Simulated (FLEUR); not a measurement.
# Pb (Fm-3m) in FLEUR: a series of runs, part 2 of 2

FLEUR MaX-R8.1 (patched build s14). Earlier steps stand in the parts before.

**5. Equation of state, LDA (Moruzzi-Janak-Williams), 30.32 Å³/atom**

inp.xml

```xml
<?xml version="1.0" encoding="UTF-8" standalone="no"?>
<fleurInput fleurInputVersion="0.39">
   <comment>
      Pb                                                                                                  
   </comment>
   <calculationSetup>
      <cutoffs Kmax="3.8" Gmax="11.8" GmaxXC="11.8" numbands="0"/>
      <scfLoop itmax="60" minDistance="0.00001" maxIterBroyd="15" imix="Anderson" alpha="0.05" precondParam="0.0" spinf="2.0"/>
      <coreElectrons ctail="T" frcor="F" kcrel="0" coretail_lmax="0"/>
      <xcFunctional name="mjw" relativisticCorrections="F"/>
      <magnetism jspins="1"/>
      <soc l_soc="F" theta="0.0" phi="0.0" spav="F"/>
      <expertModes spex="0" secvar="F"/>
      <geometryOptimization l_f="F" forcealpha="1.0" forcemix="BFGS" epsdisp="0.00001" epsforce="0.00001"/>
      <ldaU l_linMix="F" mixParam="0.05" spinf="1.0"/>
   </calculationSetup>
   <cell>
      <bzIntegration valenceElectrons="20.0" mode="hist" fermiSmearingEnergy="0.00183747">
         <kPointListSelection listName="default-1"/>
         <!-- k-points included here -->
         <xi:include xmlns:xi="http://www.w3.org/2001/XInclude" href="kpts.xml"> </xi:include>
      </bzIntegration>
      <!-- symmetry operations included here -->
      <xi:include xmlns:xi="http://www.w3.org/2001/XInclude" href="sym.xml"> </xi:include>
      <bulkLattice scale="1.0000000000">
         <bravaisMatrix>
            <row-1>    0.0000000000000000     4.6771099529074922     4.6771099529074922</row-1>
            <row-2>    4.6771099529074922     0.0000000000000000     4.6771099529074922</row-2>
            <row-3>    4.6771099529074922     4.6771099529074922     0.0000000000000000</row-3>
         </bravaisMatrix>
      </bulkLattice>
   </cell>
   <atomSpecies>
      <species name="Lead (Pb)" element="Pb" atomicNumber="82">
         <mtSphere radius="2.66" gridPoints="879" logIncrement="0.015"/>
         <atomicCutoffs lmax="11" lnonsphr="8"/>
         <electronConfig flipSpins="F">
            <coreConfig>(1s1/2) (2s1/2) (2p1/2) (2p3/2) (3s1/2) (3p1/2) (3p3/2) (4s1/2) (3d3/2) (3d5/2) (4p1/2) (4p3/2) (4d3/2) (4d5/2) (4f5/2) (4f7/2) (5s1/2)</coreConfig>
            <valenceConfig>(5p1/2) (5p3/2) (6s1/2) (5d3/2) (5d5/2) (6p1/2) (6p3/2)</valenceConfig>
            <stateOccupation state="(6p1/2)" spinUp="0.333333" spinDown="0.333333"/>
            <stateOccupation state="(6p3/2)" spinUp="0.666667" spinDown="0.666667"/>
         </electronConfig>
         <energyParameters s="6" p="6" d="5" f="5"/>
         <lo type="SCLO" l="1" n="5" eDeriv="0"/>
         <lo type="SCLO" l="1" n="5" eDeriv="1"/>
         <lo type="SCLO" l="0" n="6" eDeriv="2"/>
         <lo type="SCLO" l="2" n="5" eDeriv="2"/>
         <lo type="SCLO" l="3" n="5" eDeriv="2"/>
      </species>
   </atomSpecies>
   <atomGroups>
      <atomGroup species="Lead (Pb)">
         <relPos label="                   1">.0000000000 .0000000000 .0000000000</relPos>
         <force calculate="T" relaxXYZ="TTT"/>
      </atomGroup>
   </atomGroups>
   <output dos="F" band="F" slice="F">
      <checks vchk="F" cdinf="F"/>
      <bandDOS minEnergy="-.5*Htr" maxEnergy="0.5*Htr" sigma="0.015" storeEVData="T"/>
      <vacuumDOS vacdos="F" integ="F" star="F" nstars="0" locx1="0.0" locy1="0.0" locx2="0.0" locy2="0.0" nstm="0" tworkf="0.0"/>
      <unfoldingBand unfoldBand="F" supercellX="1" supercellY="1" supercellZ="1"/>
      <plotting iplot="0" polar="F">
         <plot TwoD="T" vec1="  1.0  0.0  0.0" vec2="  0.0  1.0  0.0" vec3="  0.0  0.0  1.0" zero="  0.0  0.0  0.0" file="plot"/>
      </plotting>
      <chargeDensitySlicing numkpt="0" minEigenval="0.0" maxEigenval="0.0" nnne="0" pallst="F"/>
      <specialOutput eonly="F"/>
      <magneticCircularDichroism mcd="F" energyLo="-10.0" energyUp="0.0"/>
   </output>
  <!-- We include the file relax.xml here to enable relaxations (see documentation) -->
  <xi:include xmlns:xi="http://www.w3.org/2001/XInclude" href="relax.xml"> <xi:fallback/> </xi:include>
</fleurInput>
```

Started as:

```bash
$ inpgen -f crystal.txt -profile fastHighL
$ # inp.xml edited to the form shown
$ fleur
```

Run time: 7 s. Hardware: 1 thread of Intel Xeon at 2.60GHz (Ice Lake), shared host; peak memory 0.09 GiB.

Results (log left out):

| Property | Result |
| --- | --- |
| Free energy | -569169.3156 eV |
| Band gap on the k mesh | none (metal or under the smearing width) |
| Valence electrons inside the program's atomic spheres | Pb 18.03 (radii Pb 2.66 bohr) |

**6. Equation of state, LDA (Moruzzi-Janak-Williams), 31.54 Å³/atom (volume scaled by 1.04)**

inp.xml, as its differences from that of step 5:

```diff
@@ -24,3 +24,3 @@
       <xi:include xmlns:xi="http://www.w3.org/2001/XInclude" href="sym.xml"> </xi:include>
-      <bulkLattice scale="1.0000000000">
+      <bulkLattice scale="1.0131594038">
          <bravaisMatrix>
```

Potentials or basis: all-electron, FLAPW.

Started as:

```bash
$ inpgen -f crystal.txt -profile fastHighL
$ # inp.xml edited to the form shown
$ fleur
```

Run time: 7.5 s. Hardware: 1 thread of Intel Xeon at 2.60GHz (Ice Lake), shared host; peak memory 0.09 GiB.

It converged, with:

```
Free energy                                           : -569169.2941 eV
Band gap on the k mesh                                : none (metal or under the smearing width)
Valence electrons inside the program's atomic spheres : Pb 18.01 (radii Pb 2.66 bohr)
```

**7. Equation of state, LDA (Moruzzi-Janak-Williams), 32.14 Å³/atom (volume scaled by 1.06)**

inp.xml, as its differences from that of step 6:

```diff
@@ -24,3 +24,3 @@
       <xi:include xmlns:xi="http://www.w3.org/2001/XInclude" href="sym.xml"> </xi:include>
-      <bulkLattice scale="1.0131594038">
+      <bulkLattice scale="1.0196128224">
          <bravaisMatrix>
```

Started as:

```bash
$ inpgen -f crystal.txt -profile fastHighL
$ # inp.xml edited to the form shown
$ fleur
```

Wall time 7.7 s (1 thread of Intel Xeon at 2.60GHz (Ice Lake), shared host); peak memory 0.09 GiB.

It converged, with:

| Item | Value |
| --- | --- |
| Free energy | -569169.2791 eV |
| Band gap on the k mesh | none (metal or under the smearing width) |
| Valence electrons inside the program's atomic spheres | Pb 18.00 (radii Pb 2.66 bohr) |

**8. Equation of state, LDA (Moruzzi-Janak-Williams)**

No new run: the results of the series are fitted here.

Results:

| Item | Value |
| --- | --- |
| Equilibrium volume | 29.03 Å³/atom |
| Bulk modulus | 53 GPa |
| Pressure derivative of the bulk modulus | 4.9 (rough: it moves with the points fitted) |

Energy against volume, from the lowest point:
```csv
volume (Å³/atom),energy (meV/atom)
28.503,1.75
29.110,0.00
30.323,8.86
31.535,30.44
32.142,45.43
```

The run has no spin-orbit coupling, so splittings on Pb are missing.

**9. How close it comes**

Step 8. The cell as given is a measured one (30.32 Å³/atom); LDA (Moruzzi-Janak-Williams) puts the equilibrium volume -4.2 % from it, thermal expansion not counted.
